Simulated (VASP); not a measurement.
# GaSb: single point with revPBE+D4

**What was measured.**

A printed reference work, data compilation reports, for a bulk crystal of GaSb at 4.2 K: band gap 0.811 eV (direct).

GaSb:

```
Sb Ga
1.0
     0.00000    3.01766    3.01766
     3.01766    0.00000    3.01766
     3.01766    3.01766    0.00000
Sb Ga
1 1
Direct
  0.75000 0.75000 0.75000
  0.00000 0.00000 0.00000
```

- Program: VASP 6.6.1
- Task: single point
- Functional: revPBE
- Dispersion: D4
- Potentials or basis: VASP PAW PBE potentials, release 64 (Sb, Ga_d)
- Cutoff: 520 eV
- k mesh: 8 × 8 × 8
- Occupations: fermi-dirac, width 0.05 eV
- Spin: no spin polarisation
- Dipole correction: no
- Further INCAR settings: ALGO = Normal; EDIFF = 1e-06; NBANDS = 16

| Property | Result |
| --- | --- |
| Pressure | 1.7 GPa |
| Band gap on the k mesh | 0.40 eV, direct |
| Dispersion energy per atom | -0.692 eV |

Levels at points of the mesh, in eV from the valence-band top:
| k point | band 7 | band 8 | band 9 | band 10 | band 11 | band 12 |
| --- | --- | --- | --- | --- | --- | --- |
| (0.00, 0.00, 0.00) | 0.00 | 0.00 | 0.00 | 0.40 | 2.77 | 2.77 |
| (0.50, 0.00, 0.00) | -6.55 | -1.22 | -1.22 | 0.55 | 3.76 | 3.76 |
| (0.50, 0.50, 0.00) | -6.98 | -2.72 | -2.72 | 0.91 | 1.24 | 8.98 |

Run time: 18 s on 1 thread of Intel(R) Xeon(R) Platinum 8259CL CPU @ 2.50GHz (Skylake/Cascade Lake), with other jobs on the host, peak memory 0.19 GiB.

A measured gap of GaSb is 0.811 eV (direct; 4.2 K; a printed reference work, data compilation); the calculated 0.40 eV misses it by -0.41 eV. Spin-orbit coupling on Ga, Sb is left out. The value is that of revPBE+D4 on a finite k mesh, which can miss the band edges, without temperature or zero-point motion. Semilocal functionals fall short of measured gaps as a rule.

Caveat: the PAW data sets were made with another functional, which shifts forces and pressure a little; spin-orbit coupling is left out, which moves the levels of the heavy elements.
